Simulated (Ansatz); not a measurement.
Crystal: Te2Mo, a slab with vacuum.

```
Te Mo
1.0
     3.56138    0.00000    0.00000
    -1.78069    3.08425    0.00000
     0.00000    0.00000   38.99027
Te Mo
8 4
Direct
  0.33333 0.66667 0.32822
  0.33333 0.66667 0.95182
  0.66667 0.33333 0.14008
  0.66667 0.33333 0.76363
  0.66667 0.33333 0.04818
  0.66667 0.33333 0.67178
  0.33333 0.66667 0.23637
  0.33333 0.66667 0.85992
  0.66667 0.33333 0.28234
  0.66667 0.33333 0.90586
  0.33333 0.66667 0.09414
  0.33333 0.66667 0.71766
```

Base run:

```yaml
Program: Ansatz 0.2.0
Functional: LDA
Potentials_or_basis: Ansatz PAW
Cutoff: 420 eV
Density_cutoff: 1680 eV
k_mesh: 9 × 9 × 1
Occupations: fermi-dirac, width 0.05 eV
Spin: no spin polarisation
```

Its results: band gap on the k mesh 0.98 eV, indirect (least direct gap 0.99 eV); largest force 0.423 eV/Å.

The run is repeated on the same cell with these changes: functional from LDA to r2SCAN; cutoff from 420 eV to 500 eV; density cutoff from 1680 eV to 2000 eV. What comes out?

Band gap on the k mesh 1.08 eV, direct; largest force 0.026 eV/Å.

r2SCAN gives the wider gap, since meta-GGAs in the generalised Kohn-Sham scheme recover part of the derivative discontinuity.

Caveats: spin-orbit coupling is left out, which moves the levels of the heavy elements; the PAW data sets come from PBE, with cores solved anew for the run's functional, which leaves a small shift of forces and pressure.

Not every run made on this cell is shown here.
